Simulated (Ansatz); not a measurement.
Cubic perovskite BaSnO3 was calculated with PBE+SOC (PAW; Ansatz, an electronic-structure program).

The run printed, among other lines:

```
Crystal: 5 atoms, lattice volume = 71.359 Å³
Basis set: ecut = 520 eV, 1935 PW (Γ), exchange–correlation on 64×64×64 points (8 copies of the dense FFT grid, shifted against one another)
Bands: 52, of which v1, the nominal top of the filled ones, is band 42 counted from 1 (41 counted from 0)
Symmetry: 48 space group operations + 48 with time reversal
k-points: 35 of 512
Initial density: superposition of atomic densities (chi_scale 0.1, normalization cell, long waves kept (reshape's long-wave potential 0.00 eV rms))
Functional: x = pbe(κ = 0.804, μ = 0.2195149727645171), c = pbe(β = 0.06672455060314922)
spin=Noncollinear: Resta preconditioning applied to the charge; magnetization (m_x, m_y, m_z) channels mix plain (no charge-response kernel on spin).
SCF 1 converged in 10 iterations: F = -13686.386711 eV  dr2 = 2.08e-11
SCF converged after 10 iterations
Free energy (F): -13686.386711 eV
Internal energy: -13686.386711 eV  (E = F + TS)
E sigma→0 (E₀):  -13686.386711 eV
Fermi energy:    10.315556 eV
--- Forces (eV/Å), atoms counted from 1 ---
  atom   1  Ba    -0.00000000     0.00000000     0.00000000
  atom   2  Sn     0.00000000     0.00000000     0.00000000
  atom   3  O      0.00000000    -0.00000000    -0.00000000
  atom   4  O      0.00000000     0.00000000    -0.00000000
  atom   5  O      0.00000000     0.00000000    -0.00000000
--- Stress (GPa, compression-positive) ---
        2.851377       0.000000       0.000000
        0.000000       2.851377      -0.000000
        0.000000      -0.000000       2.851377
  P = ⅓ Tr σ = 2.8514 GPa (28.514 kbar)
```

Write an input file that could have produced this run (the log leaves some choices open).

One answer among several that fit: 
Ansatz 0.2 input:
```yaml
crystal:
  lattice:
    - [4.1477936353, 0.0, 0.0]
    - [0.0, 4.1477936353, 0.0]
    - [0.0, 0.0, 4.1477936353]
  atoms:
    - { symbol: Ba, position: [0.0, 0.0, 0.0] }
    - { symbol: Sn, position: [0.5, 0.5, 0.5] }
    - { symbol: O, position: [0.5, 0.0, 0.5] }
    - { symbol: O, position: [0.0, 0.5, 0.5] }
    - { symbol: O, position: [0.5, 0.5, 0.0] }
basis:
  ecutwfc: 520
  ecutrho_ratio: 4
  xc_grid: 2
kpoints:
  mp_grid: { grid: [8, 8, 8] }
hamiltonian:
  xc: pbe
  dispersion: none
  pseudopotentials: { kind: paw }
scf:
  occupations: { method: fermi_dirac, width: 0.01 }
  convergence: { dr2_threshold: 0.0000000005 }
output:
  forces: true
  stress: true
  eigenvalues: true
magnetization:
  noncollinear: true
  spin_orbit: true
```

The cell is one volume of an energy–volume scan, off the minimum.
